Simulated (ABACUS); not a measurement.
The system is KCl (Sylvite).

```xyz
2
Lattice="0.0000 3.1465 3.1465 3.1465 0.0000 3.1465 3.1465 3.1465 0.0000" Properties=species:S:1:pos:R:3 pbc="T T T"
K     0.0000    0.0000    0.0000
Cl    3.1465    3.1465    3.1465
```

```yaml
Program: ABACUS 3.10.1
Task: relaxation of cell and atoms
Functional: revTPSS
Potentials_or_basis: SG15 ONCV 1.2 PBE
Cutoff: 1170 eV
Density_cutoff: 4680 eV
Basis: plane waves
k_mesh: 4 × 4 × 4
Occupations: fermi-dirac, width 0.05 eV
Spin: no spin polarisation
```

At the start: pressure 0.6 GPa; volume 31.15 Å³/atom.

Q: Where does the relaxation end?

A: Over 3 steps the energy falls by 3.8 meV/atom and the volume is 32.23 Å³/atom (+3.5 %); space group Fm-3m (No. 225, to 0.05 Å).

The path:
```
step  energy change (eV)  largest force (eV/Å)  pressure (GPa)  volume (Å³)
   1              0.0000                0.0000            0.62        62.30
   2             -0.0006                0.0000            0.57        62.46
   3             -0.0076                0.0000            0.03        64.46
```

Final structure:
```yaml
crystal:
  lattice:
    - [0.00000, 3.18236, 3.18236]
    - [3.18236, 0.00000, 3.18236]
    - [3.18236, 3.18236, 0.00000]
  atoms:
    - { symbol: K, position: [0.00000, 0.00000, 0.00000] }
    - { symbol: Cl, position: [0.50000, 0.50000, 0.50000] }
```

Caveat: the k mesh is coarse (spacing up to 0.43 Å⁻¹), so the values aren't converged; the potentials were made for another functional, which shifts forces and pressure.
